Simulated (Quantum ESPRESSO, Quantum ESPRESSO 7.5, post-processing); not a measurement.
**2H-WS2, 2 layers, AA' stacking: a series in the field along the normal**

What law, if any, do the results for 2H-WS2, 2 layers, AA' stacking follow against the field along the normal?

Program: Quantum ESPRESSO 7.5. Level of theory: plane-wave DFT, PBE, GBRV ultrasoft pseudopotentials (geometry by pw.x at PBE-D3(BJ), GBRV ultrasoft). Results are calculated unless marked as measured.

This is a report of a sequence of runs, with most program output left out.

## (1) The structure

The cell holds 6 atoms: 4 S and 2 W. Its edges and angles: a = 3.180 Å, b = 3.180 Å, c = 27.151 Å, α = 90.0°, β = 90.0°, γ = 120.0°. It derives from WS2. Vacuum lies along c.

Set-up: Cell and atoms are relaxed without a field with a D3(BJ) correction and then held. Sawtooth field with dipole correction, 17 Å of vacuum in the starting cell, Fermi-Dirac smearing of 0.002 Ry; bands along a path at each field.

Members -0.05, 0.1, -0.1, 0.2, -0.2, 0.3 and -0.3 took the same steps and show in the table alone.

## (2) Relaxing cell and ions of the reference

What the set-up leaves free in this member is relaxed.

ref.relax.in

```
&control
  prefix = 'ref.relax'
  outdir = './out'
  pseudo_dir = './pseudo'
  nstep = 80
  forc_conv_thr = 0.0004
  calculation = 'vc-relax'
  etot_conv_thr = 1e-06
/
&system
  ibrav = 0
  nat = 6
  ntyp = 2
  ecutwfc = 50
  ecutrho = 250
  vdw_corr = 'grimme-d3'
  dftd3_version = 4
  occupations = 'smearing'
  smearing = 'fd'
  degauss = 0.004
/
&electrons
  conv_thr = 1e-09
  mixing_beta = 0.4
  electron_maxstep = 120
  mixing_mode = 'plain'
/
&ions
/
&cell
  cell_dofree = '2Dxy'
  press_conv_thr = 0.3
/
ATOMIC_SPECIES
  S   32.0600  s_pbe_v1.4.uspp.F.UPF
  W   183.8400  w_pbe_v1.2.uspp.F.UPF
CELL_PARAMETERS angstrom
  3.18000000000000 0.00000000000000 0.00000000000000
  -1.59000000000000 2.75396078403451 0.00000000000000
  0.00000000000000 0.00000000000000 27.15124046483792
ATOMIC_POSITIONS crystal
  S   0.333333333300 0.666666666700 0.313061202895
  W   0.000000000000 0.000000000000 0.377066017645
  S   0.333333333300 0.666666666700 0.441070832396
  S   0.000000000000 0.000000000000 0.558929167604
  W   0.333333333300 0.666666666700 0.622933982355
  S   0.000000000000 0.000000000000 0.686938797105
K_POINTS automatic
  12 12 1 0 0 0
```

Run with:

```console
$ OMP_NUM_THREADS=1 mpirun -n 4 pw.x -nk 4 -in ref.relax.in > ref.relax.out
```

Wall time 26 min (4 MPI ranks of Arm Neoverse V1, shared host); peak memory 1.3 GiB.

Relaxation path (22 of 26):

```csv
step,energy less that of the first step (eV),largest force (eV/Å),volume (Å³)
1,0.0000,2.6636,237.78
2,-0.5694,1.8164,233.99
3,-0.8933,0.7109,230.70
5,-0.9442,0.0660,230.98
6,-0.9501,0.0579,232.03
7,-0.9551,0.0417,233.60
8,-0.9561,0.0392,234.50
9,-0.9563,0.0398,234.62
11,-0.9569,0.0405,234.77
12,-0.9576,0.0408,234.86
13,-0.9586,0.0411,234.96
14,-0.9600,0.0415,235.09
15,-0.9623,0.0417,235.25
16,-0.9655,0.0417,235.45
18,-0.9770,0.0377,236.03
19,-0.9851,0.0269,236.42
20,-0.9909,0.0084,236.77
21,-0.9919,0.0101,236.47
22,-0.9932,0.0125,236.06
24,-0.9952,0.0007,234.60
25,-0.9952,0.0001,234.61
26,-0.9936,0.0001,234.61
```

| cell as run | before | after | change |
| --- | --- | --- | --- |
| a (Å) | 3.180 | 3.159 | -0.7 % |
| b (Å) | 3.180 | 3.159 | -0.7 % |

The atoms that moved most (Å, along periodic axes as changes of fractional coordinates times the final cell, across vacuum about the mean position):

| atom | dx | dy | dz | length |
| --- | --- | --- | --- | --- |
| S1 | 0.000 | 0.000 | 0.434 | 0.434 |
| S6 | 0.000 | 0.000 | -0.434 | 0.434 |
| W2 | 0.000 | 0.000 | 0.274 | 0.274 |
| W5 | 0.000 | 0.000 | -0.274 | 0.274 |
| S4 | 0.000 | 0.000 | -0.112 | 0.112 |
| S3 | 0.000 | 0.000 | 0.112 | 0.112 |

Final coordinates:

```xyz
6
Lattice="3.1587 0.0000 0.0000 -1.5794 2.7355 0.0000 0.0000 0.0000 27.1512" Properties=species:S:1:pos:R:3
S     0.0000    1.8237    8.9340
W     0.0000    0.0000   10.5115
S     0.0000    1.8237   12.0874
S     0.0000    0.0000   15.0639
W     0.0000    1.8237   16.6398
S     0.0000    0.0000   18.2172
```

 The last row is no step: it is a fresh SCF in the final cell with a new plane-wave basis, +2 meV from the row before.

Read from the output:

```
free energy  : -5648.9522 eV
Fermi energy : 2.981 eV
```

## (3) Self-consistent run, 0 V/Å

The self-consistent run of this member.

Level of this step: plane-wave DFT, PBE, GBRV ultrasoft pseudopotentials (Quantum ESPRESSO 7.5).

m0.scf.in

```
&control
  prefix = 'm0.scf'
  outdir = './out'
  pseudo_dir = './pseudo'
  calculation = 'scf'
  tprnfor = .true.
  tefield = .true.
  dipfield = .true.
/
&system
  ibrav = 0
  nat = 6
  ntyp = 2
  ecutwfc = 40
  ecutrho = 200
  occupations = 'smearing'
  smearing = 'fd'
  degauss = 0.002
  edir = 3
  emaxpos = 0.97
  eopreg = 0.04
  eamp = 0.0
  nbnd = 32
/
&electrons
  conv_thr = 1e-09
  mixing_beta = 0.4
  electron_maxstep = 120
  mixing_mode = 'plain'
/
ATOMIC_SPECIES
  S   32.0600  s_pbe_v1.4.uspp.F.UPF
  W   183.8400  w_pbe_v1.2.uspp.F.UPF
CELL_PARAMETERS angstrom
  3.15870106900000 0.00000000000000 0.00000000000000
  -1.57935053400000 2.73551536900000 0.00000000000000
  0.00000000000000 0.00000000000000 27.15124046500000
ATOMIC_POSITIONS crystal
  S   0.333333333300 0.666666666700 0.329045400500
  W   0.000000000000 0.000000000000 0.387145221200
  S   0.333333333300 0.666666666700 0.445187150600
  S   0.000000000000 0.000000000000 0.554812849400
  W   0.333333333300 0.666666666700 0.612854778800
  S   0.000000000000 0.000000000000 0.670954599500
K_POINTS automatic
  12 12 1 0 0 0
```

Run with:

```console
$ OMP_NUM_THREADS=1 mpirun -n 4 pw.x -nk 4 -in m0.scf.in > m0.scf.out
```

It took 2.4 min on 4 MPI ranks; peak memory 1 GiB; 9.6 min of CPU time.

Numbers from this step:

| Item | Value |
| --- | --- |
| free energy | -5646.6950 eV |
| Fermi energy | 3.102 eV |
| dipole along the normal | 0 e·Å |
| valence top, on the run's zero | 2.332 eV |
| conduction bottom, on the run's zero | 3.721 eV |
| gap by band count | 1.390 eV |

## (4) Potential by pp.x, 0 V/Å

plot_num = 11 writes the bare and Hartree potential, from which vacuum levels or, in a crystal, the mean potential are read.

m0.pot.in

```
&inputpp
  prefix = 'm0.scf'
  outdir = './out'
  filplot = 'm0.pot.dat'
  plot_num = 11
/
```

Run with:

```console
$ OMP_NUM_THREADS=1 mpirun -n 4 pp.x -in m0.pot.in > m0.pot.out
```

Run time: 1.2 s. Hardware: 4 MPI ranks; peak memory 0.15 GiB.

Read from the output:

```
slope of the potential above                                          : 5.19e-5 eV/Å
upper vacuum line continued to the top atoms, over the valence top    : 5.295 eV
slope of the potential below                                          : -4.47e-5 eV/Å
lower vacuum line continued to the bottom atoms, over the valence top : 5.295 eV
vacuum level at the upper face over the valence top of the mesh       : 5.295 eV
vacuum level at the lower face over the valence top of the mesh       : 5.295 eV
```

The potential energy, planar mean oscillates, so the rows of the table below give means over windows of 1.98 Å about each position, cut where the curve ends. Its maxima inside the range that stand out by 2 % of the span (Å: eV): 9.6: -6.60, 11.4: -6.69, 13.6: 4.36, 15.7: -6.69, 17.5: -6.60. Its minima: 8.9: -14.1, 10.5: -12.8, 12.1: -14.1, 15.0: -14.1, 16.6: -12.8, 18.2: -14.1.

Electrostatic potential energy of an electron, with the sawtooth; zero at the highest filled level of the SCF mesh. Potential energy, planar mean against z; means over each step:

z (Å), potential energy, planar mean (eV) and a bar from the least value:
```
     0.99        5.3 ##############################
     2.97        5.3 ##############################
     4.95        5.3 ##############################
     6.93        5.0 #############################
     8.91       -7.4 #####
    10.89      -10.2 
    12.87       -2.5 ###############
    14.85       -6.3 #######
    16.83       -9.8 #
    18.81       -3.9 ############
    20.79        5.2 ##############################
    22.77        5.3 ##############################
    24.75        5.3 ##############################
    26.73        5.3 ##############################
```

## (5) Band structure, 0 V/Å

Bands along a path place the edges.

m0.bands.in, as its differences from the input of step 3:

```diff
@@ -1,7 +1,6 @@
 &control
-  prefix = 'm0.scf'
+  prefix = 'm0.bands'
   outdir = './out'
   pseudo_dir = './pseudo'
-  calculation = 'scf'
-  tprnfor = .true.
+  calculation = 'bands'
   tefield = .true.
@@ -25,6 +24,6 @@
 &electrons
-  conv_thr = 1e-09
+  conv_thr = 1e-07
   mixing_beta = 0.4
   electron_maxstep = 120
-  mixing_mode = 'plain'
+  mixing_mode = 'local-TF'
 /
@@ -44,3 +43,7 @@
   S   0.000000000000 0.000000000000 0.670954599500
-K_POINTS automatic
-  12 12 1 0 0 0
+K_POINTS crystal_b
+4
+  0.0000000000 0.0000000000 0.0000000000 10
+  0.5000000000 0.0000000000 0.0000000000 10
+  0.3333333333 0.3333333333 0.0000000000 10
+  0.0000000000 0.0000000000 0.0000000000 1
```

Run with:

```console
$ cp -r out/m0.scf.save out/m0.bands.save
$ cp out/m0.scf.xml out/m0.bands.xml
$ OMP_NUM_THREADS=1 mpirun -n 4 pw.x -nk 4 -in m0.bands.in > m0.bands.out
```

Elapsed: 44 s, on 4 MPI ranks; peak memory 0.42 GiB.

Band numbers count within the set of bands kept for display. Electronic bands along the path, in eV, zero at the highest filled level of the SCF mesh; v1 is the highest filled band, c1 the lowest empty one:

```csv
point,v4,v3,v2,v1,c1,c2,c3,c4
Γ,-1.94,-1.94,-0.71,0.00,2.53,2.53,2.54,2.54
halfway,-2.27,-1.90,-1.33,-1.26,1.73,2.12,2.17,2.24
M,-1.67,-1.56,-1.41,-1.31,2.55,2.58,2.90,3.06
halfway,-2.72,-2.49,-0.90,-0.76,2.21,2.26,3.04,3.23
K,-2.80,-2.80,-0.45,-0.34,1.54,1.54,2.55,3.19
halfway,-1.84,-1.72,-1.28,-1.26,1.39,1.83,2.36,2.54
Γ,-1.94,-1.94,-0.71,0.00,2.53,2.53,2.54,2.54
```

Along this path the valence top lies at Γ and the conduction bottom between K and Γ.

## (6) Self-consistent run, 0.05 V/Å

m1.scf.in, as its differences from the input of step 3:

```diff
@@ -1,3 +1,3 @@
 &control
-  prefix = 'm0.scf'
+  prefix = 'm1.scf'
   outdir = './out'
@@ -21,3 +21,3 @@
   eopreg = 0.04
-  eamp = 0.0
+  eamp = 0.00097235
   nbnd = 32
@@ -29,2 +29,3 @@
   mixing_mode = 'plain'
+  startingpot = 'file'
 /
```

Run with:

```console
$ cp -r out/m0.scf.save out/m1.scf.save
$ OMP_NUM_THREADS=1 mpirun -n 4 pw.x -nk 4 -in m1.scf.in > m1.scf.out
```

The job ended after 2.1 min (4 MPI ranks; peak memory 1 GiB).

Numbers from this step:

| Quantity | Value |
| --- | --- |
| free energy | -5646.6956 eV |
| Fermi energy | 3.116 eV |
| dipole along the normal | 0.02461 e·Å |
| valence top, on the run's zero | 2.341 eV |
| conduction bottom, on the run's zero | 3.729 eV |
| gap by band count | 1.388 eV |

## (7) Ground state, 0.4 V/Å

m9.scf.in, as its differences from the input of step 6:

```diff
@@ -1,3 +1,3 @@
 &control
-  prefix = 'm1.scf'
+  prefix = 'm9.scf'
   outdir = './out'
@@ -21,3 +21,3 @@
   eopreg = 0.04
-  eamp = 0.00097235
+  eamp = 0.00777876
   nbnd = 32
```

Run with:

```console
$ cp -r out/m0.scf.save out/m9.scf.save
$ OMP_NUM_THREADS=1 mpirun -n 4 pw.x -nk 4 -in m9.scf.in > m9.scf.out
```

The job ended after 3.4 min (4 MPI ranks; peak memory 1 GiB; 13 min of CPU time).

Read from the output:

| Item | Value |
| --- | --- |
| free energy | -5646.7343 eV |
| Fermi energy | 3.070 eV |
| dipole along the normal | 0.1965 e·Å |
| valence top, on the run's zero | 2.437 eV |
| conduction bottom, on the run's zero | 3.713 eV |
| gap by band count | 1.276 eV |

## (8) Ground state, -0.4 V/Å

m10.scf.in, as its differences from the input of step 7:

```diff
@@ -1,3 +1,3 @@
 &control
-  prefix = 'm9.scf'
+  prefix = 'm10.scf'
   outdir = './out'
@@ -21,3 +21,3 @@
   eopreg = 0.04
-  eamp = 0.00777876
+  eamp = -0.00777876
   nbnd = 32
```

Run with:

```console
$ cp -r out/m0.scf.save out/m10.scf.save
$ OMP_NUM_THREADS=1 mpirun -n 4 pw.x -nk 4 -in m10.scf.in > m10.scf.out
```

It took 3.6 min on 4 MPI ranks; peak memory 1 GiB.

Numbers from this step:

| Quantity | Value |
| --- | --- |
| Fermi energy | 2.935 eV |
| dipole along the normal | -0.1966 e·Å |
| valence top, on the run's zero | 2.302 eV |
| conduction bottom, on the run's zero | 3.578 eV |

## (9) The series side by side

The series in one table, energies over the lowest:

```csv
the field along the normal,dipole (e Å),gap along the path (eV),"upper vacuum line at the top atoms, over the zero (eV)","lower vacuum line at the bottom atoms, over the zero (eV)",energy (eV)
-0.4 V/Å,-0.1966,1.276,5.463,5.06,0.0000
-0.3 V/Å,-0.1473,1.322,5.425,5.126,0.0172
-0.2 V/Å,-0.09825,1.359,5.387,5.186,0.0295
-0.1 V/Å,-0.04915,1.382,5.343,5.242,0.0368
-0.05 V/Å,-0.02461,1.388,5.32,5.269,0.0387
0 V/Å,0,1.39,5.295,5.295,0.0393
0.05 V/Å,0.02461,1.388,5.269,5.32,0.0387
0.1 V/Å,0.04915,1.382,5.242,5.343,0.0368
0.2 V/Å,0.09827,1.359,5.186,5.387,0.0295
0.3 V/Å,0.1473,1.322,5.126,5.426,0.0172
0.4 V/Å,0.1965,1.275,5.061,5.463,0.0000
```

## (10) The arithmetic

4πα/A = 180.95 × 0.4917 e Å²/V / 8.641 Å² = 10.30 Å.

In linear response the energy changes by −(p₀ + p)E/2: at 0.2 V/Å, −(0.0000 + 0.0983) × 0.2/2 = -0.0098 eV; the runs give -0.0098 eV.

## (11) Results

| Property | Result |
| --- | --- |
| 4πα/A from the weak fields | 10.30 Å |
| gap along the path, at -0.4 V/Å and at 0.4 V/Å | 1.28, 1.28 eV |
| upper vacuum line at the top atoms, over the zero, at -0.4 V/Å and at 0.4 V/Å | 5.46, 5.06 eV |
| lower vacuum line at the bottom atoms, over the zero, at -0.4 V/Å and at 0.4 V/Å | 5.06, 5.46 eV |

The series holds 11 members; 4πα/A from the weak fields: 10.30 Å (PBE, GBRV ultrasoft). The strongest fields leave the weak-field line by 0.1 % of the induced dipole. From -0.4 V/Å to 0.4 V/Å the gap along the path goes from 1.28 to 1.28 eV by way of 1.39 at 0 V/Å. From -0.4 V/Å to 0.4 V/Å the upper vacuum line at the top atoms, over the zero falls from 5.46 to 5.06 eV. From -0.4 V/Å to 0.4 V/Å the lower vacuum line at the bottom atoms, over the zero rises from 5.06 to 5.46 eV. Ions are held; semilocal gaps are too small; in strong fields empty levels can belong to the vacuum; one stacking.

[Logs are printed without paths, hosts, clocks, repeated set-up lines and the standing remarks that a program may print on its own settings, such as how far it seeks lower states.]

[Hosts, paths, dates, database ids (printed as entryN), source tags and the programs' standing remarks are cut or masked in the printed files.]

[Maps of the electrostatic potential energy from Ansatz leave out the sawtooth potential of an applied field or a dipole correction, so their vacuum need not be flat; planar profiles and work functions include it.]
